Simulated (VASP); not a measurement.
TiCo3 under changes of volume

One of the cells (10.931 Å³/atom); the others are scaled copies at fixed shape and fractional positions:

```
Co Ti
1.0
     3.52300    0.00000    0.00000
     0.00000    3.52300    0.00000
     0.00000    0.00000    3.52300
Co Ti
3 1
Direct
  0.50000 0.50000 0.00000
  0.50000 0.00000 0.50000
  0.00000 0.50000 0.50000
  0.00000 0.00000 0.00000
```

| Property | Result |
| --- | --- |
| Program | VASP 6.6.1 |
| Functional | PBEsol |
| Potentials or basis | VASP PAW PBE potentials, release 64 (Co, Ti_sv) |
| Cutoff | 520 eV |
| k mesh | 8 × 8 × 8 |
| Occupations | fermi-dirac, width 0.05 eV |
| Spin | collinear spin, ferromagnetic start |
| Starting moments | [2.0, 2.0, 2.0, 1.0] μB |

| volume (Å³/atom) | energy over the lowest point (meV/atom) | pressure (GPa) | moment (μB per cell) |
| --- | --- | --- | --- |
| 10.494 | 14.37 | 10.7 | 0.18 |
| 10.713 | 3.66 | 5.2 | 0.42 |
| 10.931 | 0.00 | 0.3 | 0.59 |
| 11.150 | 2.69 | -4.1 | 0.74 |
| 11.369 | ? | ? | ? |

Q: What does the run at 11.369 Å³/atom give?

A: Energy over the lowest point 11.15 meV/atom; pressure -8.0 GPa; moment 0.91 μB per cell.

Worked out: A Birch-Murnaghan fit of order 2 (a polynomial in V^(-2/3)) to the other rows has its minimum at 10.94 Å³/atom with B0 = V·E''(V) = 232 GPa. It gives 11.15 meV/atom at 11.369 Å³/atom, against the run's 11.15, and -dE/dV = -8.2 GPa, against -8.0. A parabola through the other rows of the moment, of slope 0.332 μB per Å³/atom there, extrapolates to 0.83 μB, against the run's 0.91.

Energies are extrapolated to zero smearing.

Caveats: the PAW data sets were made with another functional, which shifts forces and pressure a little.
